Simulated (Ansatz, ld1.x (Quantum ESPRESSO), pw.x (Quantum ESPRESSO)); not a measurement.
**Equation-of-state test of one RRKJ potential (Ru)**

ld1.x (Quantum ESPRESSO) 7.5 input, shortened:

```
&input
   title='Ru', zed=44., rel=1, dft='PW', iswitch=3,
   config='[Kr] 4d7 5s0.5 5p0.5'
 /
 &inputp
   pseudotype=2, tm=.false., rho0=0.001, lloc=0,
   nlcc=.true., new_core_ps=.true.
 /
3
5P  2  1   0.50   0.00  2.75  2.75  0.0
4D  3  2   7.00   0.00  1.15  1.15  0.0
5S  1  0   0.50   0.00  2.55  2.55  0.0
 &test
   configts(1)='4d7 5s0.5 5p0.5'
 /
```

Atomic tests: cutoffs needed: 100 Ry and 140 Ry (the cutoffs (Ry, on a coarse ladder) from which the occupation-weighted sum of valence levels, in a spherical-Bessel basis at the reference potential, stays within 10 and 1 mRy of its value at 400 Ry); ghost test: no extra level below or beside the all-electron valence levels (p, d, s, f tested) (spherical-Bessel basis up to 400 Ry, 20 bohr box); largest excitation error: -1800 meV (all-electron minus pseudo) for 4d4 5s0 5p0, out of 7 test configurations.

Crystal test: fcc Ru in pw.x 7.5, no spin, 15³ k-points, Fermi–Dirac smearing 0.01 Ry, cutoffs 170/680 Ry. The reference is all-electron LAPW (Ansatz 0.2.0) with the same functional, mesh and smearing; V0 and B0 come from Birch–Murnaghan fits to the pressures at five volumes. Errors are pseudo minus all-electron; Δ is the rms difference of the E(V) curves that follow from these fits, minima aligned, over ±6 % about the mean V0. Mesh and smearing are coarse, so the numbers serve the comparison and aren't converged zero-temperature values; the lattice is a test structure that the element need not adopt.

```tsv
V (Å³/atom)	P all-electron (GPa)	P pseudo (GPa)
12.471	21.99	49.41
12.799	10.74	35.55
13.127	0.99	23.50
13.455	-7.45	13.02
13.783	-14.75	3.91
```

All-electron: a0 = 3.748 Å (V0 = 13.16 Å³/atom), B0 = 357.6 GPa.

Pseudopotential: mean pressure error (GPa): +22.78. The pressure does not cross zero within the volumes sampled, so no fit is given. The largest radius (2.75 bohr) exceeds half the bond length (2.50 bohr), so the spheres overlap, which is one possible source of error among others. This is a poor potential for the solid.

Question: At the middle volume, how do free energy and pressure move when the wave cutoff is lowered (ecutrho kept at four times it)?

Answer:

```json
{"cutoff (Ry)": "76", "shift of F (meV/atom)": "+203.7", "shift of P (GPa)": "-1.36"}
{"cutoff (Ry)": "102", "shift of F (meV/atom)": "+84.1", "shift of P (GPa)": "-3.64"}
{"cutoff (Ry)": "136", "shift of F (meV/atom)": "+3.9", "shift of P (GPa)": "-0.55"}
```

The run at the middle volume (120 k-points, 7 iterations) took about 54 s on one core of a shared host (Neoverse-V1, 32 threads, 247 GiB, load 10).
